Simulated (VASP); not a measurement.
Set up this calculation in VASP 6.6.1, as the native input.

```
Task                   : relaxation of cell and atoms
Functional             : PBE
Potentials or basis    : VASP PAW PBE potentials, release 64 (Ge_d, N)
Cutoff                 : 600 eV
k mesh                 : 5 × 5 × 10
Occupations            : gaussian, width 0.02 eV
Spin                   : no spin polarisation
Further INCAR settings : ALGO = Normal; EDIFF = 1e-06; IBRION = 2; EDIFFG = -0.005; NSW = 80; ISIF = 3
```

The structure of Ge3N4 lies in POSCAR:

```
Ge3N4
1.0
    8.0509315000      0.0000000000      0.0000000000
   -4.0254657000      6.9723112000      0.0000000000
    0.0000000000      0.0000000000      3.0835214000
Ge N
6 8
Direct
    0.8291483000      0.2354845000      0.7500000000
    0.5936638000      0.8291483000      0.2500000000
    0.2354845000      0.4063362000      0.2500000000
    0.7645155000      0.5936638000      0.7500000000
    0.4063362000      0.1708517000      0.7500000000
    0.1708517000      0.7645155000      0.2500000000
    0.6666666700      0.3333333300      0.7500000000
    0.3333333300      0.6666666700      0.2500000000
    0.6696316000      0.9727169800      0.7500000000
    0.6969146200      0.6696316000      0.2500000000
    0.9727169800      0.3030853800      0.2500000000
    0.0272830200      0.6969146200      0.7500000000
    0.3303684000      0.0272830200      0.2500000000
    0.3030853800      0.3303684000      0.7500000000
```

The cell is a database's computed one.

These files were run (other wordings do the same):

INCAR

```
SYSTEM = Ge3N4
ALGO = Normal
EDIFF = 1E-6
EDIFFG = -0.005
ENCUT = 600
GGA = PE
IBRION = 2
ISIF = 3
ISMEAR = 0
KPAR = 8
LASPH = .TRUE.
LCHARG = .FALSE.
LREAL = .FALSE.
LWAVE = .FALSE.
NELM = 120
NSW = 80
PREC = Accurate
SIGMA = 0.02
```

KPOINTS

```
k-points
0
G
  5 5 10
  0 0 0
```

Potentials or basis: VASP PAW PBE potentials, release 64 (Ge_d, N).

Command:

```bash
$ cat potpaw_PBE.64/Ge_d/POTCAR potpaw_PBE.64/N/POTCAR > POTCAR
$ mpirun -np 8 vasp_std > vasp.out
```

Results of the run:

* Relaxed volume: 12.69 Å³/atom
* Relaxed cell: a = 8.120 Å, b = 8.120 Å, c = 3.110 Å, α = 90.00°, β = 90.00°, γ = 120.00°
* Space group after relaxing (to 0.05 Å): P6_3/m (No. 176)
* Energy gained by relaxing: 5.0 meV/atom
* Ionic steps: 11
* Pressure after relaxing: 0.0 GPa
* Largest force after relaxing: 0.005 eV/Å
* Band gap on the k mesh: 1.87 eV, direct

Caveat: an odd mesh through Γ misses points on the zone boundary, where band edges often lie.

Wall time 7.4 min on 8 MPI ranks on Intel(R) Xeon(R) 6975P-C (Granite Rapids), on a shared host, peak memory 0.56 GiB a rank.
